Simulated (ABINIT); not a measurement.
The system is Mg.

```
Mg
1.0
     3.20930    0.00000    0.00000
    -1.60465    2.77934    0.00000
     0.00000    0.00000    5.21030
Mg
2
Cartesian
  1.6047 0.9264 3.9077
  0.0000 1.8529 1.3026
```

Base run:

```yaml
Program: ABINIT 10.8.3 (patched build)
Functional: PBEsol
Potentials_or_basis: JTH PAW PBE v2.0
Cutoff: 517 eV
k_mesh: 13 × 13 × 6
Occupations: fermi-dirac, width 0.05 eV
Spin: no spin polarisation
```

Its results: band gap on the k mesh none (metal or under the smearing width); pressure -1.5 GPa.

Task: The run is repeated on the same cell with these changes: functional from PBEsol to PBE; k mesh from 13 × 13 × 6 to 8 × 8 × 4. What comes out?

Result: Band gap on the k mesh none (metal or under the smearing width); pressure -0.9 GPa.

Several settings changed at once, so the effect can't be laid on one alone.

Caveats: the PAW data sets were made with another functional, which shifts forces and pressure a little (some runs).
